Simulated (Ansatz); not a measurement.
Runs of Ansatz 0.2.0 on NbAs. The structure is tetragonal, space group I4_1md (No. 109). Conventional cell: a = 3.452 Å, b = 3.452 Å, c = 11.680 Å, α = 90.00°, β = 90.00°, γ = 90.00°. Around Nb (site symmetry 2mm) lie 6 As at 2.60 to 2.63 Å. As (site symmetry 2mm) is surrounded by 6 Nb at 2.60 to 2.63 Å. 

```tsv
task	level	cell	k mesh	smearing	gap on the mesh (eV)	pressure (GPa)	relaxed volume (Å³/atom)	largest force (eV/Å)
single point	PBE	as given	11 × 11 × 11	gaussian 0.03 eV	0.02	3.3	-	0.30
relaxation of cell and atoms	BLYP+D3(BJ)	relaxed	11 × 11 × 11	fermi-dirac 0.05 eV	-	0.0	17.11	-
phonons	LDA	as given	8 × 8 × 8	fermi-dirac 0.05 eV	none	-	-	-
relaxation of cell and atoms	PBEsol+D4	relaxed	11 × 11 × 11	fermi-dirac 0.05 eV	0.06	0.0	(a)	-
relaxation of cell and atoms	PBEsol+D3(BJ)	relaxed	11 × 11 × 11	fermi-dirac 0.05 eV	-	0.0	16.58	-
single point	PBE	as given	11 × 11 × 11	gaussian 0.029 eV	0.02	3.3	-	0.30
relaxation of cell and atoms	BLYP+D4	relaxed	11 × 11 × 11	fermi-dirac 0.05 eV	none	0.0	(b)	0.01
relaxation of cell and atoms	RPBE+D4	relaxed	11 × 11 × 11	fermi-dirac 0.05 eV	0.06	0.0	17.20	0.01
```

Alike in all rows: potentials or basis Ansatz PAW; no spin polarisation; cutoff (eV) 420.

Question: Estimate the missing entries.

Answer: (a) 16.93; (b) 17.80.

Caveats: the PAW data sets come from PBE, with cores solved anew for the run's functional, which leaves a small shift of forces and pressure (some runs); the plane-wave basis is chosen anew once the cell has moved, so the energies of steps on either side of that aren't comparable (some runs); odd divisions of the mesh miss points on the zone boundary, where band edges often lie, so the gap on the mesh can be too wide (some runs); pairwise dispersion overbinds metals, which lowers pressure and volume (some runs).

A k mesh can miss the band edges, and the runs leave out spin-orbit coupling on As, Nb.

A gap of «none» marks a metal or a gap under the smearing width.
